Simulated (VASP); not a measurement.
Here is a VASP 6.6.1 calculation.

The input INCAR:

```
  ALGO = Normal
  EDIFF = 1E-7
  EDIFFG = -0.005
  ENCUT = 600
  GGA = PS
  IBRION = 2
  ISIF = 3
  ISMEAR = 0
  LASPH = T
  LCHARG = F
  LREAL = F
  LWAVE = F
  NELM = 80
  NSW = 90
  PREC = Accurate
  SIGMA = 0.03
```

The input KPOINTS:

```
k-points
0
Gamma
  8 8 8
```

POSCAR

```
InP                                     
1.0
    0.0000000000      2.9393308167      2.9393308167
    2.9393308167     -0.0000000000      2.9393308167
    2.9393308167      2.9393308167      0.0000000000
  In              P             
     1     1
Direct
     0.0000000000000000    0.0000000000000000    0.0000000000000000
     0.2500000000000000    0.2500000000000000    0.2500000000000000
```

Potentials or basis: VASP PAW PBE potentials, release 64 (In_d, P).

Run with:

```sh
$ cat potpaw_PBE.64/In_d/POTCAR potpaw_PBE.64/P/POTCAR > POTCAR
$ mpirun -np 1 vasp_std > vasp.out
```

Q: What does it give for the band gap on the k mesh?

A: 0.57 eV, direct.

Final structure:
```
CELL_PARAMETERS angstrom
0.00000 2.93933 2.93933
2.93933 0.00000 2.93933
2.93933 2.93933 0.00000
ATOMIC_POSITIONS crystal
In 0.00000 0.00000 0.00000
P 0.25000 0.25000 0.25000
```

Caveat: the relaxation stopped at its first step, so nothing moved; spin-orbit coupling is left out, which moves the levels of the heavy elements.
